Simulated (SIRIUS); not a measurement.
## Rh in SIRIUS: convergence with gk cutoff

Crystal: Rh.

```
CELL_PARAMETERS angstrom
0.00000 1.89785 1.89785
1.89785 0.00000 1.89785
1.89785 1.89785 0.00000
ATOMIC_POSITIONS crystal
Rh 0.00000 0.00000 0.00000
```

| Quantity | Value |
| --- | --- |
| Program | SIRIUS 7.12.0 |
| Task | convergence study |
| Functional | LDA |
| Potentials or basis | all-electron FP-LAPW |
| Cutoff | 51 eV |
| Basis | apw+lo standard |
| k mesh | 12 × 12 × 12 |
| Occupations | fermi-dirac, width 0.05 eV |
| Spin | no spin polarisation |

These are the settings of the first run; the series varies gk cutoff, with any setting tied to it.

Hardware: 1 thread of Arm Neoverse V1, on a shared host.

```csv
gk cutoff,"energy less the tightest run, at zero smearing (meV/atom)",SCF cycles,CPU time (s),peak memory (GiB)
1.94 1/bohr,4147.89,7,20,0.25
2.3 1/bohr,1669.86,7,21,0.26
2.65 1/bohr,556.44,7,21,0.26
3 1/bohr,155.74,7,22,0.27
3.36 1/bohr,34.27,6,21,0.28
3.71 1/bohr,7.26,6,24,0.32
4.06 1/bohr,0.00,6,28,0.37
```

Not settled before the last step: the energy (to 1 meV/atom). The tightest run that finished is the yardstick and may itself not be fully converged.
